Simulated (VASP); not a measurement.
## CdTe: single point with r2SCAN0

**Experimental background.**

From a printed reference work, data compilation, for a bulk crystal of CdTe at 0 K: band gap 1.607 eV.

The system is CdTe.

```
CELL_PARAMETERS angstrom
0.00000 3.27990 3.27990
3.27990 0.00000 3.27990
3.27990 3.27990 0.00000
ATOMIC_POSITIONS crystal
Cd 0.00000 0.00000 0.00000
Te 0.25000 0.25000 0.25000
```

```yaml
Program: VASP 6.6.1
Task: single point
Functional: r2SCAN0
Potentials_or_basis: VASP PAW PBE potentials, release 64 (Cd, Te)
Cutoff: 520 eV
k_mesh: 4 × 4 × 4
Occupations: gaussian, width 0.01 eV
Spin: no spin polarisation
Dipole_correction: no
Grid_for_exact_exchange_PRECFOCK: Normal
Further_INCAR_settings: ALGO = Normal; EDIFF = 1e-07; NBANDS = 16
```

| Quantity | Value |
| --- | --- |
| Pressure | -0.5 GPa |
| Band gap on the k mesh | 2.43 eV, direct |

Levels at points of the mesh, in eV from the valence-band top:
| k point | band 7 | band 8 | band 9 | band 10 | band 11 | band 12 |
| --- | --- | --- | --- | --- | --- | --- |
| (0.00, 0.00, 0.00) | 0.00 | 0.00 | 0.00 | 2.43 | 6.49 | 6.49 |
| (0.50, 0.00, 0.00) | -4.63 | -0.79 | -0.79 | 3.53 | 7.04 | 7.04 |
| (0.50, 0.50, 0.00) | -4.50 | -1.92 | -1.92 | 4.19 | 4.37 | 10.87 |

Run time: 6.4 min on 1 thread of Intel(R) Xeon(R) 6975P-C (Granite Rapids), on a shared host, peak memory 0.23 GiB.

Measured gap of CdTe: 1.607 eV (0 K; a printed reference work, data compilation). This calculation gives 2.43 eV (+0.82 eV). Spin-orbit coupling on Cd, Te is left out. The value is that of r2SCAN0, without temperature or zero-point motion.

Caveat: the PAW data sets were made with another functional, which shifts forces and pressure a little; spin-orbit coupling is left out, which moves the levels of the heavy elements.
